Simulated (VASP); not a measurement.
HgSe: single point with PBEsol

The system is HgSe.

```xyz
2
Lattice="0.0000 3.0390 3.0390 3.0390 0.0000 3.0390 3.0390 3.0390 0.0000" Properties=species:S:1:pos:R:3 pbc="T T T"
Hg    0.0000    0.0000    0.0000
Se    4.5585    4.5585    4.5585
```

- Program: VASP 6.6.1
- Task: single point
- Functional: PBEsol
- Potentials or basis: VASP PAW PBE potentials, release 64 (Hg, Se)
- Cutoff: 520 eV
- k mesh: 8 × 8 × 8
- Occupations: gaussian, width 0.1 eV
- Spin: no spin polarisation

| Quantity | Value |
| --- | --- |
| Pressure | 1.8 GPa |
| Band gap on the k mesh | none (metal or under the smearing width) |

Levels at points of the mesh, in eV from the Fermi level:
| k point | band 7 | band 8 | band 9 | band 10 | band 11 | band 12 |
| --- | --- | --- | --- | --- | --- | --- |
| (0.00, 0.00, 0.00) | -1.07 | -0.03 | -0.03 | -0.03 | 5.38 | 5.38 |
| (0.50, 0.00, 0.00) | -5.63 | -1.02 | -1.02 | 1.00 | 6.14 | 6.14 |
| (0.50, 0.50, 0.00) | -5.18 | -2.37 | -2.37 | 2.68 | 2.83 | 8.31 |

Run time: 12 s on 1 thread of Intel(R) Xeon(R) Platinum 8488C (Sapphire Rapids) (shared host), peak memory 0.18 GiB.

Caveat: the PAW data sets were made with another functional, which shifts forces and pressure a little. The run has no spin-orbit coupling, so splittings on Hg are missing.
